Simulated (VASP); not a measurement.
A run of VASP 6.6.1 is set up as follows.

File POSCAR:

```
ZnSe
1.0
    3.3251530459      0.0000000000      0.0000000000
    0.0000000000      3.3251530459      0.0000000000
    0.0000000000      0.0000000000      3.3251530459
Zn Se
1 1
Direct
    0.0000000000      0.0000000000      0.0000000000
    0.5000000000      0.5000000000      0.5000000000
```

Contents of INCAR.step1:

```
SYSTEM = ZnSe
PREC = Accurate ; ENCUT = 520
EDIFF = 1E-5 ; ISMEAR = -1
SIGMA = 0.02 ; LREAL = .False.
LASPH = .True. ; NELM = 100
ALGO = Normal ; ISIF = 2
LWAVE = .True. ; LCHARG = .False.
NBANDS = 16 ; GGA = PE
```

Contents of INCAR.step2:

```
SYSTEM = ZnSe
PREC = Accurate ; ENCUT = 520
EDIFF = 1E-7 ; ISMEAR = -1
SIGMA = 0.02 ; LREAL = .False.
LASPH = .True. ; NELM = 100
ALGO = Normal ; ISIF = 2
LWAVE = .False. ; LCHARG = .False.
GGA = PE ; LHFCALC = .True.
HFSCREEN = 0.2079 ; PRECFOCK = Normal
NBANDS = 16 ; ISTART = 1
```

File KPOINTS:

```
regular mesh
0
Gamma
  4 4 4
  0 0 0
```

Potentials or basis: VASP PAW PBE potentials, release 64 (Zn, Se).

The run is started by

```console
$ cat potpaw_PBE.64/Zn/POTCAR potpaw_PBE.64/Se/POTCAR > POTCAR
$ cp INCAR.step1 INCAR
$ mpirun -np 1 vasp_std > vasp.out
$ cp INCAR.step2 INCAR
$ mpirun -np 1 vasp_std > vasp.out
```

Problem. Predict the band gap on the k mesh.

Solution. None (metal or under the smearing width).

Problem. Estimate the pressure.

Solution. 1.6 GPa.

Caveat: the k mesh is coarse (spacing up to 0.47 Å⁻¹), so the values aren't converged, least of all with exact exchange; the PAW data sets were made with another functional, which shifts forces and pressure a little.
